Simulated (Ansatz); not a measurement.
# SnO: the cost of one run

Method: DFT PBE+D3(BJ), scalar-relativistic, plane waves, PAW, in Ansatz 0.2.0.

8 further runs of the same task are left out: 8 set aside as unsound or not needed.

## Step 1: Starting point

Symmetry: Pmma, No. 51, orthorhombic system. Conventional cell: a = 3.820 Å, b = 3.820 Å, c = 22.226 Å, α = 90.00°, β = 90.00°, γ = 90.00°. Around Sn (site symmetry mm2) lie 4 O at 2.25 Å. Around O (site symmetry mm2) lie 4 Sn at 2.25 Å.

Coordinates:

```
CELL_PARAMETERS angstrom
3.82016 0.00000 0.00000
0.00000 3.82016 0.00000
0.00000 0.00000 22.22608
ATOMIC_POSITIONS crystal
Sn 0.75000 0.25000 0.20246
O 0.25000 0.25000 0.25562
O 0.75000 0.75000 0.25562
Sn 0.25000 0.75000 0.30878
Sn 0.25000 0.25000 0.49775
O 0.75000 0.25000 0.55091
O 0.25000 0.75000 0.55091
Sn 0.75000 0.75000 0.60407
```

This is the geometry of the first run shown, built on a cell relaxed beforehand with the same method.

## Step 2: The scan

Atoms count from 1 in the order of the input.

The upper layer of a bilayer is slid over the lower one; relaxed at each slide: nothing; the origin of the map has Sn5 above Sn4; the distance between the facing planes is held at 4.20 Å.

The axes are (1) slide of the upper layer along the first cell vector, from Sn5 above Sn4: 8 values from 0.000 to 0.875, periodic; (2) slide of the upper layer along the second cell vector, from Sn5 above Sn4: 8 values from 0.000 to 0.875, periodic.

Nothing else is relaxed. Points are written as (first, second).

The two vectors of the plane (Å): (3.820, 0.000, 0.000); (0.000, 3.820, 0.000).

## Step 3: Grid point (0/8, 4/8) of the map's two axes

The cell repeats along c, and a dipole correction in the vacuum removes the field between the copies.

Contents of input.yaml:

```yaml
crystal:
  lattice:
    - [3.8201635894, 0.0, 0.0]
    - [0.0, 3.8201635894, 0.0]
    - [0.0, 0.0, 22.2260803631]
  atoms:
    - { symbol: Sn, position: [0.75, 0.25, 0.2024648488] }
    - { symbol: O, position: [0.25, 0.25, 0.2556240236] }
    - { symbol: O, position: [0.75, 0.75, 0.2556240236] }
    - { symbol: Sn, position: [0.25, 0.75, 0.3087831984] }
    - { symbol: Sn, position: [0.25, 1.25, 0.4977503906] }
    - { symbol: O, position: [-0.25, 1.25, 0.5509095654] }
    - { symbol: O, position: [0.25, 1.75, 0.5509095654] }
    - { symbol: Sn, position: [-0.25, 1.75, 0.6040687401] }
basis:
  ecutwfc: 420
kpoints:
  mp_grid: { grid: [7, 7, 1] }
hamiltonian:
  xc: pbe
  pseudopotentials: { kind: paw, azcp: { folder: soft_1 } }
  dispersion: d3bj
scf:
  occupations: { method: gaussian, width: 0.05 }
output:
  forces: true
  eigenvalues: true
efield:
  axis: 3
  dipole_correction: true
  ramp_width: 0.04
```

Started as:

```console
ansatz run input.yaml --threads 2 --pin off --max-ram 6144MiB --backend cpu --events-out ev --progress --plain --runs-dir out
```

What time and memory should one allow on 2 threads of AMD EPYC 7R43 (Zen 3), shared host?

About 11 s, with a peak of 0.63 GiB.
